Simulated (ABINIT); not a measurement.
# BN (F-43m) in ABINIT: notebook

Aim: see how the results for BN move with the level of theory and the settings. Levels: AM05, BLYP, PBEsol+D3(BJ), PBE. Tasks: equation of state, band structure.

Program: ABINIT 10.8.3 (patched build). These are calculated values, not measurements. Logs are shortened: lines on timing, memory, paths and dates and some standing lists are left out, and cuts for length are marked. The log counts tension as positive stress, the text compression.

**Experimental background.**

From “Effect of nanostructuration on compressibility of cubic BN”, 2012, arxiv:1208.3664, for a bulk crystal of BN at 300 K: bulk modulus 395 ± 2 GPa.

The runs below are set against these values where they give the same quantity.

## Step 1: Starting point

The structure is cubic, space group F-43m (No. 216). Conventional cell: a = 3.626 Å, b = 3.626 Å, c = 3.626 Å, α = 90.00°, β = 90.00°, γ = 90.00°. Around N (site symmetry -43m) lie 4 B at 1.57 Å. Around B (site symmetry -43m) lie 4 N at 1.57 Å.

The cell is a database's computed one.

## Step 2: Equation of state, AM05

run.abi reads:

```
# Datasets: one volume each
ndtset 7
getwfk -1
scalecart1 3*0.9795861087
scalecart2 3*0.9864848297
scalecart3 3*0.9932883884
scalecart4 3*1.0000000000
scalecart5 3*1.0066227096
scalecart6 3*1.0131594038
scalecart7 3*1.0196128224

# Pseudopotentials
pp_dirpath "./"
pseudos "N.GGA_PBE-JTH.xml, B.GGA_PBE-JTH.xml"

# Structure
acell 3*1.0
rprim
     0.0000000000     3.4260753537     3.4260753537
     3.4260753537     0.0000000000     3.4260753537
     3.4260753537     3.4260753537     0.0000000000
ntypat 2
znucl 7 5
natom 2
typat 1 2
xred
     0.2500000000     0.2500000000     0.2500000000
     0.0000000000     0.0000000000     0.0000000000

# Plane-wave basis
ecut 25.0
pawecutdg 47.0

# k points
kptopt 1
ngkpt 13 13 13
nshiftk 1
shiftk 0.0 0.0 0.0

# Exchange and correlation
ixc -120135

# Bands and occupations
nband 8
occopt 3
tsmear 0.00183747

# SCF cycle
nstep 100
tolvrs 1.0e-9

# Output
iomode 3
prtwf 1
prtden 0
prteig 0
prtebands 0
enunit 2
```

Potentials or basis: JTH PAW PBE v2.0.

Launch:

```bash
> abinit run.abi > log 2>&1
```

run.abo:

```text
.Version 10.8.3 of ABINIT
 DATASET    1 : space group F-4 3 m (#216); Bravais cF (face-center cubic)
================================================================================
 Values of the parameters that define the memory need for DATASET  1.
     intxc =       0    ionmov =       0      iscf =      17    lmnmax =       8
     lnmax =       4     mgfft =      24  mpssoang =       2    mqgrid =    3001
     natom =       2  nloc_mem =       2    nspden =       1   nspinor =       1
    nsppol =       1      nsym =      24    n1xccc =       1    ntypat =       2
    occopt =       3   xclevel =       2
       mpw =         465          nfft =       13824          nkpt =          84
 PAW method is used; the additional fine FFT grid is defined by:
   mgfftf=        30    nfftf =     27000
================================================================================
================================================================================
[... 71 lines left out ...]
 DATASET    7 : space group F-4 3 m (#216); Bravais cF (face-center cubic)
================================================================================
 Values of the parameters that define the memory need for DATASET  7.
     intxc =       0    ionmov =       0      iscf =      17    lmnmax =       8
     lnmax =       4     mgfft =      24  mpssoang =       2    mqgrid =    3001
     natom =       2  nloc_mem =       2    nspden =       1   nspinor =       1
    nsppol =       1      nsym =      24    n1xccc =       1    ntypat =       2
    occopt =       3   xclevel =       2
       mpw =         532          nfft =       13824          nkpt =          84
 PAW method is used; the additional fine FFT grid is defined by:
   mgfftf=        32    nfftf =     32768
================================================================================
================================================================================

--------------------------------------------------------------------------------
------------- Echo of variables that govern the present computation ------------
--------------------------------------------------------------------------------
 -outvars: echo values of preprocessed input variables --------
            acell      1.0000000000E+00  1.0000000000E+00  1.0000000000E+00 Bohr
              amu      1.40067400E+01  1.08110000E+01
             ecut      2.50000000E+01 Hartree
           enunit           2
           getwfk          -1
                       outvar_i_n : Printing only first  50 k-points.
              ixc     -120135
           jdtset        1    2    3    4    5    6    7
                       outvar_i_n : Printing only first  50 k-points.
         kptrlatt       13    0    0      0   13    0      0    0   13
          kptrlen1     6.17018064E+01
          kptrlen2     6.21363405E+01
          kptrlen3     6.25648805E+01
          kptrlen4     6.29876290E+01
          kptrlen5     6.34047778E+01
          kptrlen6     6.38165086E+01
          kptrlen7     6.42229942E+01
            natom           2
            nband           8
           ndtset           7
            ngfft          24      24      24
          ngfftdg1         30      30      30
          ngfftdg2         30      30      30
          ngfftdg3         30      30      30
          ngfftdg4         30      30      30
          ngfftdg5         32      32      32
          ngfftdg6         32      32      32
          ngfftdg7         32      32      32
             nkpt          84
            nstep         100
             nsym          24
           ntypat           2
                       prtocc : prtvol=0, do not print more k-points.
           occopt           3
        pawecutdg      4.70000000E+01 Hartree
         pawxcdev           0
           prtden           0
        prtebands           0
           prteig           0
            rprim1     0.0000000000E+00  3.3561358238E+00  3.3561358238E+00
                       3.3561358238E+00  0.0000000000E+00  3.3561358238E+00
                       3.3561358238E+00  3.3561358238E+00  0.0000000000E+00
            rprim2     0.0000000000E+00  3.3797713618E+00  3.3797713618E+00
                       3.3797713618E+00  0.0000000000E+00  3.3797713618E+00
                       3.3797713618E+00  3.3797713618E+00  0.0000000000E+00
            rprim3     0.0000000000E+00  3.4030808666E+00  3.4030808666E+00
                       3.4030808666E+00  0.0000000000E+00  3.4030808666E+00
                       3.4030808666E+00  3.4030808666E+00  0.0000000000E+00
            rprim4     0.0000000000E+00  3.4260753537E+00  3.4260753537E+00
                       3.4260753537E+00  0.0000000000E+00  3.4260753537E+00
                       3.4260753537E+00  3.4260753537E+00  0.0000000000E+00
            rprim5     0.0000000000E+00  3.4487652558E+00  3.4487652558E+00
                       3.4487652558E+00  0.0000000000E+00  3.4487652558E+00
                       3.4487652558E+00  3.4487652558E+00  0.0000000000E+00
            rprim6     0.0000000000E+00  3.4711604627E+00  3.4711604627E+00
                       3.4711604627E+00  0.0000000000E+00  3.4711604627E+00
                       3.4711604627E+00  3.4711604627E+00  0.0000000000E+00
            rprim7     0.0000000000E+00  3.4932703611E+00  3.4932703611E+00
                       3.4932703611E+00  0.0000000000E+00  3.4932703611E+00
                       3.4932703611E+00  3.4932703611E+00  0.0000000000E+00
          spgroup         216
           tolvrs      1.00000000E-09
           tsmear      1.83747000E-03 Hartree
            typat      1  2
           useylm           1
                       outvars : Printing only first  50 k-points.
           xangst1     8.8799529673E-01  8.8799529673E-01  8.8799529673E-01
                       0.0000000000E+00  0.0000000000E+00  0.0000000000E+00
           xangst2     8.9424899077E-01  8.9424899077E-01  8.9424899077E-01
                       0.0000000000E+00  0.0000000000E+00  0.0000000000E+00
           xangst3     9.0041642013E-01  9.0041642013E-01  9.0041642013E-01
                       0.0000000000E+00  0.0000000000E+00  0.0000000000E+00
           xangst4     9.0650049939E-01  9.0650049939E-01  9.0650049939E-01
                       0.0000000000E+00  0.0000000000E+00  0.0000000000E+00
           xangst5     9.1250398895E-01  9.1250398895E-01  9.1250398895E-01
                       0.0000000000E+00  0.0000000000E+00  0.0000000000E+00
           xangst6     9.1842950551E-01  9.1842950551E-01  9.1842950551E-01
                       0.0000000000E+00  0.0000000000E+00  0.0000000000E+00
           xangst7     9.2427953269E-01  9.2427953269E-01  9.2427953269E-01
                       0.0000000000E+00  0.0000000000E+00  0.0000000000E+00
            xcart1     1.6780679119E+00  1.6780679119E+00  1.6780679119E+00
                       0.0000000000E+00  0.0000000000E+00  0.0000000000E+00
            xcart2     1.6898856809E+00  1.6898856809E+00  1.6898856809E+00
                       0.0000000000E+00  0.0000000000E+00  0.0000000000E+00
            xcart3     1.7015404333E+00  1.7015404333E+00  1.7015404333E+00
                       0.0000000000E+00  0.0000000000E+00  0.0000000000E+00
            xcart4     1.7130376768E+00  1.7130376768E+00  1.7130376768E+00
                       0.0000000000E+00  0.0000000000E+00  0.0000000000E+00
            xcart5     1.7243826279E+00  1.7243826279E+00  1.7243826279E+00
                       0.0000000000E+00  0.0000000000E+00  0.0000000000E+00
            xcart6     1.7355802314E+00  1.7355802314E+00  1.7355802314E+00
                       0.0000000000E+00  0.0000000000E+00  0.0000000000E+00
            xcart7     1.7466351806E+00  1.7466351806E+00  1.7466351806E+00
                       0.0000000000E+00  0.0000000000E+00  0.0000000000E+00
             xred      2.5000000000E-01  2.5000000000E-01  2.5000000000E-01
                       0.0000000000E+00  0.0000000000E+00  0.0000000000E+00
            znucl        7.00000    5.00000

================================================================================

 chkinp: Checking input parameters for consistency, jdtset=   1.

 chkinp: Checking input parameters for consistency, jdtset=   2.

 chkinp: Checking input parameters for consistency, jdtset=   3.

 chkinp: Checking input parameters for consistency, jdtset=   4.
[... 30 lines left out ...]
 getcut : COMMENT -
  Note that boxcut > 2.2 ; recall that boxcut=Gcut(box)/Gcut(sphere) = 2
  is sufficient for exact treatment of convolution.
  Such a large boxcut is a waste : you could raise ecut
  e.g. ecut=   31.544467 Hartrees makes boxcut=2

 Fine grid specifications (used for densities):

 getcut: wavevector=  0.0000  0.0000  0.0000  ngfft=  30  30  30
         ecut(hartree)=     47.000   => boxcut(ratio)=   2.05038

--- Pseudopotential description ------------------------------------------------
- pspini: atom type   1  psp file is ./N.GGA_PBE-JTH.xml
 Pseudopotential format is: paw10
 basis_size (lnmax)=  4 (lmn_size=  8), orbitals=   0   0   1   1
 Spheres core radius: rc_sph= 1.20497474
 Shapefunction is SIN type: shapef(r)=[sin(pi*r/rshp)/(pi*r/rshp)]**2
 Radius for shape functions =  1.00243812
 Compensation charge density is not taken into account in XC energy/potential

- pspini: atom type   2  psp file is ./B.GGA_PBE-JTH.xml
 Pseudopotential format is: paw10
 basis_size (lnmax)=  4 (lmn_size=  8), orbitals=   0   0   1   1
 Spheres core radius: rc_sph= 1.70616958
 Shapefunction is SIN type: shapef(r)=[sin(pi*r/rshp)/(pi*r/rshp)]**2
 Radius for shape functions =  1.40269776
 Compensation charge density is not taken into account in XC energy/potential

   5.83076110E+01                                ecore*ucvol(ha*bohr**3)
--------------------------------------------------------------------------------

================================================================================

--- !BeginCycle
iteration_state: {dtset: 1, }
solver: {iscf: 17, nstep: 100, nline: 4, wfoptalg: 10, }
tolerances: {tolvrs: 1.00E-09, }
...

     iter   Etot(hartree)      deltaE(h)  residm     nres2
 ETOT  1  -12.905934647367    -1.291E+01 3.212E-01 1.619E+01
 ETOT  2  -12.908300172137    -2.366E-03 9.810E-02 2.145E+00
 ETOT  3  -12.906236929101     2.063E-03 1.656E-03 2.172E-01
 ETOT  4  -12.906093357220     1.436E-04 7.454E-04 4.389E-03
 ETOT  5  -12.906110588751    -1.723E-05 1.098E-04 1.067E-03
 ETOT  6  -12.906110980438    -3.917E-07 4.064E-05 1.993E-05
 ETOT  7  -12.906110994011    -1.357E-08 1.058E-05 8.013E-07
 ETOT  8  -12.906110993746     2.654E-10 4.017E-06 8.506E-08
 ETOT  9  -12.906110993699     4.675E-11 1.068E-06 7.655E-10
[... 1232 lines left out ...]
 Cartesian components of stress tensor (hartree/bohr^3)
  sigma(1 1)=  8.76555828E-04  sigma(3 2)=  0.00000000E+00
  sigma(2 2)=  8.76555828E-04  sigma(3 1)=  0.00000000E+00
  sigma(3 3)=  8.76555828E-04  sigma(2 1)=  0.00000000E+00

-Cartesian components of stress tensor (GPa)         [Pressure= -2.5789E+01 GPa]
- sigma(1 1)=  2.57891628E+01  sigma(3 2)=  0.00000000E+00
- sigma(2 2)=  2.57891628E+01  sigma(3 1)=  0.00000000E+00
- sigma(3 3)=  2.57891628E+01  sigma(2 1)=  0.00000000E+00

== END DATASET(S) ==============================================================
================================================================================

 -outvars: echo values of variables after computation  --------
            acell      1.0000000000E+00  1.0000000000E+00  1.0000000000E+00 Bohr
           etotal1    -1.2906110994E+01
           etotal2    -1.2906875743E+01
           etotal3    -1.2907161249E+01
           etotal4    -1.2907009979E+01
           etotal5    -1.2906462677E+01
           etotal6    -1.2905558554E+01
           etotal7    -1.2904326854E+01
            fcart1     9.5273742492E-29  7.5216112494E-29 -2.4570596748E-28
                      -9.5273742492E-29 -7.5216112494E-29  2.4570596748E-28
            fcart2    -0.0000000000E+00 -0.0000000000E+00 -0.0000000000E+00
                      -0.0000000000E+00 -0.0000000000E+00 -0.0000000000E+00
            fcart3    -0.0000000000E+00 -0.0000000000E+00 -0.0000000000E+00
                      -0.0000000000E+00 -0.0000000000E+00 -0.0000000000E+00
            fcart4     2.4560219650E-30 -1.7192153755E-29 -7.3680658949E-30
                      -2.4560219650E-30  1.7192153755E-29  7.3680658949E-30
            fcart5     3.9244045865E-46  1.9518907663E-29 -3.9244045865E-46
                      -3.9244045865E-46 -1.9518907663E-29  3.9244045865E-46
            fcart6    -2.4241219652E-30 -2.4241219652E-30  7.2723658955E-30
                       2.4241219652E-30  2.4241219652E-30 -7.2723658955E-30
            fcart7     2.4087790101E-30 -4.8175580201E-30 -7.2263370302E-30
                      -2.4087790101E-30  4.8175580201E-30  7.2263370302E-30
            rprim1     0.0000000000E+00  3.3561358238E+00  3.3561358238E+00
[... 30 lines left out ...]
           strten6     6.8214655568E-04  6.8214655568E-04  6.8214655568E-04
                       0.0000000000E+00  0.0000000000E+00  0.0000000000E+00
           strten7     8.7655582802E-04  8.7655582802E-04  8.7655582802E-04
                       0.0000000000E+00  0.0000000000E+00  0.0000000000E+00
           xangst1     8.8799529673E-01  8.8799529673E-01  8.8799529673E-01
                       0.0000000000E+00  0.0000000000E+00  0.0000000000E+00
           xangst2     8.9424899077E-01  8.9424899077E-01  8.9424899077E-01
                       0.0000000000E+00  0.0000000000E+00  0.0000000000E+00
           xangst3     9.0041642013E-01  9.0041642013E-01  9.0041642013E-01
                       0.0000000000E+00  0.0000000000E+00  0.0000000000E+00
           xangst4     9.0650049939E-01  9.0650049939E-01  9.0650049939E-01
                       0.0000000000E+00  0.0000000000E+00  0.0000000000E+00
           xangst5     9.1250398895E-01  9.1250398895E-01  9.1250398895E-01
                       0.0000000000E+00  0.0000000000E+00  0.0000000000E+00
           xangst6     9.1842950551E-01  9.1842950551E-01  9.1842950551E-01
                       0.0000000000E+00  0.0000000000E+00  0.0000000000E+00
           xangst7     9.2427953269E-01  9.2427953269E-01  9.2427953269E-01
                       0.0000000000E+00  0.0000000000E+00  0.0000000000E+00
             xred      2.5000000000E-01  2.5000000000E-01  2.5000000000E-01
                       0.0000000000E+00  0.0000000000E+00  0.0000000000E+00
 Calculation completed.
```

It took 46 s on 1 thread of AMD EPYC 9R45 (Zen 5), shared host; peak memory 0.12 GiB.

What came out:

- Equilibrium volume: 5.86 Å³/atom
- Bulk modulus: 386 GPa
- Pressure derivative of the bulk modulus: 3.8

Energy against volume, from the lowest point:
```
volume (Å³/atom)  energy (meV/atom)
           5.602              14.29
           5.721               3.88
           5.840               0.00
           5.959               2.06
           6.078               9.50
           6.198              21.81
           6.317              38.56
```

Caveat: the cutoff is too short for stress, so the log's stress isn't used; pressures at fixed basis lie under the slope of the energies; the PAW data sets were made with another functional, which shifts forces and pressure a little; the atomic spheres overlap.

(Continued in part 2 of 2.)
